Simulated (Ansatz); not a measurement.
Crystal: Mo.

```
Mo
1.0
    -1.58381    1.58381    1.58381
     1.58381   -1.58381    1.58381
     1.58381    1.58381   -1.58381
Mo
1
Direct
  0.00000 0.00000 0.00000
```

```yaml
Program: Ansatz 0.2.0
Task: relaxation of cell and atoms
Functional: BLYP
Potentials_or_basis: Ansatz PAW
Cutoff: "420 eV (not typed: the program's choice for these potentials)"
k_mesh: 12 × 12 × 12
Occupations: fermi-dirac, width 0.05 eV
Spin: no spin polarisation
```

At the start: volume 15.89 Å³/atom.

Q: Where does the relaxation end?

A: It ends after 4 steps and the volume is 16.40 Å³/atom (+3.2 %); space group Im-3m (No. 229, to 0.05 Å).

Step by step:
```tsv
step	energy change (eV)	largest force (eV/Å)	volume (Å³)
1	0.0000	0.0000	15.89
2	-0.0121	0.0000	16.46
3	-0.0123	0.0000	16.40
4	-0.0124	0.0000	16.40
```

Final structure:
```cif
data_structure
_symmetry_space_group_name_H-M 'P 1'
_symmetry_Int_Tables_number 1
_cell_length_a 2.7723
_cell_length_b 2.7723
_cell_length_c 2.7723
_cell_angle_alpha 109.471
_cell_angle_beta 109.471
_cell_angle_gamma 109.471
_cell_volume 16.40
loop_
_atom_site_label
_atom_site_type_symbol
_atom_site_fract_x
_atom_site_fract_y
_atom_site_fract_z
_atom_site_occupancy
Mo1 Mo 0.00000 0.00000 0.00000 1
```

Caveat: the plane-wave basis is chosen anew once the cell has moved, so the energies of steps on either side of that aren't comparable; the PAW data sets come from PBE, with cores solved anew for the run's functional, which leaves a small shift of forces and pressure.
